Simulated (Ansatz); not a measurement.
The system is CuI (Marshite).

```
I Cu
1.0
     0.00000    3.03150    3.03150
     3.03150    0.00000    3.03150
     3.03150    3.03150    0.00000
I Cu
1 1
Direct
  0.00000 0.00000 0.00000
  0.75000 0.75000 0.75000
```

Base run:

* Program: Ansatz 0.2.0
* Functional: PBE
* Potentials or basis: all-electron LAPW, scalar-relativistic
* Cutoff: 261 eV (chosen from the basis error)
* Basis error allowed: 0.002 eV/atom
* k mesh: 6 × 6 × 6
* Occupations: fermi-dirac, width 0.06 eV
* Spin: no spin polarisation

Its results: band gap on the k mesh 1.12 eV, direct; pressure 0.3 GPa.

Task: The run is repeated on the same cell with these changes: k mesh from 6 × 6 × 6 to 3 × 3 × 3; occupations from fermi-dirac, width 0.06 eV to fermi-dirac, width 0.03 eV. What comes out?

Result: Band gap on the k mesh 1.12 eV, direct; pressure 1.3 GPa.

Caveats: some runs use coarse meshes; spin-orbit coupling is left out, which moves the levels of the heavy elements.

